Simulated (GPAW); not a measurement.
O vacancy in HfO2 has these O sites:
A. atom 13: 2 Hf at 2.12 Å, 1 Hf at 2.29 Å and 1 Hf at 2.33 Å (distorted tetrahedral), then 1 O at 2.55 Å and 2 O at 2.58 Å
B. atom 7: 2 Hf at 2.20 Å, 1 Hf at 2.23 Å and 1 Hf at 2.29 Å (distorted tetrahedral), then 2 O at 2.58 Å and 2 O at 2.60 Å

Their O K edges were computed (GPAW, PBE, excited-electron core hole (neutral cell), 17-atom cell with 6.3 Å between holes, 4×4×4 k points, dipole transitions, Gaussian full width 0.9 eV up to 4 eV, rising linearly to 3.5 eV at 25 eV, without spin-orbit coupling) and are given in random order.

On one photon-energy scale, from the lowest onset; each scaled to a mean of 1 over its first 20 eV.

| E (eV) | spectrum 1 | spectrum 2 |
| --- | --- | --- |
| -2.0 | 0.00 | 0.00 |
| -1.5 | 0.00 | 0.00 |
| -1.0 | 0.00 | 0.00 |
| -0.5 | 0.08 | 0.05 |
| 0.0 | 0.71 | 0.51 |
| 0.5 | 1.58 | 1.46 |
| 1.0 | 1.18 | 1.27 |
| 1.5 | 0.60 | 0.59 |
| 2.0 | 0.53 | 0.32 |
| 2.5 | 0.98 | 0.43 |
| 3.0 | 1.66 | 1.18 |
| 3.5 | 1.81 | 2.06 |
| 4.0 | 1.76 | 2.57 |
| 4.5 | 2.10 | 2.79 |
| 5.0 | 2.05 | 2.38 |
| 5.5 | 1.59 | 1.72 |
| 6.0 | 1.13 | 1.17 |
| 6.5 | 0.82 | 0.79 |
| 7.0 | 0.71 | 0.66 |
| 7.5 | 0.82 | 0.76 |
| 8.0 | 0.99 | 0.94 |
| 8.5 | 1.08 | 1.06 |
| 9.0 | 1.08 | 1.06 |
| 9.5 | 1.01 | 0.93 |
| 10.0 | 0.88 | 0.77 |
| 10.5 | 0.77 | 0.64 |
| 11.0 | 0.77 | 0.61 |
| 11.5 | 0.87 | 0.70 |
| 12.0 | 0.97 | 0.82 |
| 12.5 | 1.00 | 0.92 |
| 13.0 | 0.97 | 0.94 |
| 13.5 | 0.89 | 0.91 |
| 14.0 | 0.81 | 0.85 |
| 14.5 | 0.74 | 0.77 |
| 15.0 | 0.70 | 0.70 |
| 15.5 | 0.68 | 0.67 |
| 16.0 | 0.69 | 0.67 |
| 16.5 | 0.70 | 0.70 |
| 17.0 | 0.71 | 0.73 |
| 17.5 | 0.71 | 0.75 |
| 18.0 | 0.70 | 0.74 |
| 18.5 | 0.69 | 0.73 |
| 19.0 | 0.70 | 0.72 |
| 19.5 | 0.72 | 0.72 |
| 20.0 | 0.76 | 0.74 |
| 20.5 | 0.80 | 0.77 |
| 21.0 | 0.83 | 0.80 |
| 21.5 | 0.86 | 0.83 |
| 22.0 | 0.87 | 0.84 |
| 22.5 | 0.86 | 0.83 |
| 23.0 | 0.84 | 0.79 |
| 23.5 | 0.80 | 0.74 |
| 24.0 | 0.74 | 0.68 |
| 24.5 | 0.68 | 0.62 |
| 25.0 | 0.61 | 0.57 |
| 25.5 | 0.56 | 0.52 |
| 26.0 | 0.51 | 0.49 |
| 26.5 | 0.47 | 0.47 |
| 27.0 | 0.45 | 0.46 |
| 27.5 | 0.45 | 0.47 |

Q: Which spectrum belongs to which site?

Spectrum 1 is A (onset at +0.00 eV, maxima 0.6 eV (1.60), 3.3 eV (1.84) and 4.7 eV (2.15) above its own zero). Spectrum 2 is B (onset at +0.10 eV, maxima 0.6 eV (1.57), 4.3 eV (2.79) and 8.6 eV (1.07) above its own zero).

[Hosts, paths, dates, database ids (printed as entryN), source tags and the programs' standing remarks are cut or masked in the printed files.]

[Lists of maxima count a maximum above −3 eV only where it reaches 4 % of the highest in the window and stands out from its surroundings by 2 % of it (1.5 % where it reaches 55 %); shoulders and weaker maxima are passed over, and of the rest the first, up to two pre-edge ones and the few strongest are named.]
